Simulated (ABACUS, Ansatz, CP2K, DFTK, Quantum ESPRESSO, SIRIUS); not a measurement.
# The bulk modulus of Ta, sorted by core time

**What was measured.** The bulk modulus of Ta (Im-3m) is reported as 194 GPa (arxiv:1910.08312). The runs below try to reproduce it.

```cif
data_structure
_symmetry_space_group_name_H-M 'P 1'
_symmetry_Int_Tables_number 1
_cell_length_a 2.8601
_cell_length_b 2.8601
_cell_length_c 2.8601
_cell_angle_alpha 109.471
_cell_angle_beta 109.471
_cell_angle_gamma 109.471
_cell_volume 18.01
loop_
_atom_site_label
_atom_site_type_symbol
_atom_site_fract_x
_atom_site_fract_y
_atom_site_fract_z
_atom_site_occupancy
Ta1 Ta 0.00000 0.00000 0.00000 1
```

```tsv
rung	level	program and potentials	cutoff (eV)	k mesh	smearing	core time	chip	bulk modulus (GPa)	miss	notes
GGA	PBEsol	ABACUS, PseudoDojo NC SR 0.4.1 PBEsol standard, plane waves	789	11 × 11 × 11	fermi-dirac 0.05	35 s	Intel Xeon 6975P-C Granite Rapids	211.6	+9.1 %	-
LDA	LDA	Ansatz, all-electron LAPW, scalar-relativistic	-	11 × 11 × 11	fermi-dirac 0.05	37 s	Intel Xeon Platinum 8488C Sapphire Rapids	226.3	+16.6 %	-
GGA + dispersion	PBE+D3(BJ)	Quantum ESPRESSO, PseudoDojo 0.4.1 SR PBE standard	789	11 × 11 × 11	fermi-dirac 0.05	43 s	Intel Xeon Platinum 8375C Ice Lake	208.0	+7.2 %	-
GGA	AM05	ABACUS, PseudoDojo NC SR 0.5 PBE stringent, plane waves	1796	9 × 9 × 9	fermi-dirac 0.05	58 s	AMD EPYC 9R45 Zen 5	189.9	-2.1 %	potentials made for PBE; fit through 4 volumes
GGA	PBEsol	Quantum ESPRESSO, GBRV 1.5 PBEsol	762	11 × 11 × 11	fermi-dirac 0.05	64 s	Intel Xeon 6975P-C Granite Rapids	213.0	+9.8 %	-
GGA	PBEsol	DFTK, SG15 1.2 (PBE)	1225	7 × 7 × 7	fermi-dirac 0.05	2.7 min	AMD EPYC 9R45 Zen 5	219.3	+13.0 %	coarse mesh; potentials made for PBE
GGA	PBE	SIRIUS, all-electron FP-LAPW, apw+lo standard	-	11 × 11 × 11	fermi-dirac 0.05	4.9 min	Arm Neoverse V1	193.4	-0.3 %	-
GGA	PBEsol	DFTK, PseudoDojo SR PBEsol 0.4.1 standard (PBEsol)	952	11 × 11 × 11	fermi-dirac 0.05	5.7 min	AMD EPYC 7R43 Zen 3	211.6	+9.1 %	-
GGA	PBEsol	SIRIUS, all-electron FP-LAPW, apw+lo standard	-	11 × 11 × 11	fermi-dirac 0.05	8.8 min	Intel Xeon Skylake/Cascade Lake	211.2	+8.9 %	-
meta-GGA	r2SCAN	CP2K, POTENTIAL_UZH Ta GTH-SCAN-q13; TZVP-MOLOPT-SCAN-GTH basis	-	11 × 11 × 11	fermi-dirac 0.05	21 min	Arm Neoverse V1	209.9	+8.2 %	atomic basis
```

Times are single runs on shared hosts and different chips, so they are rough; meshes, cutoffs and the tasks' sizes weigh on the time. Task: equation of state. All rows: no spin polarisation. Smearing widths are in eV. The cell comes from a database and isn't always the measured one. For a metal such meshes aren't converged. Meshes differ between rows, which moves values too. Meshes are those of the run's cell of 1 atom unless a note names another. Misses use the values as printed. Runs on faulty files, with rough fits or with known faults for this quantity aren't shown. No row holds spin-orbit coupling.

By rung: LDA 226.3; GGA 189.9 to 213.0; GGA + dispersion 208.0; GGA on coarse meshes 219.3; meta-GGA in atomic bases 209.9 (GPa). Measured: 194 GPa (arxiv:1910.08312). Closest, coarse meshes and atomic bases left aside, is PBE (-0.3 %). The runs are for a static lattice, while measurements hold temperature and zero-point motion.
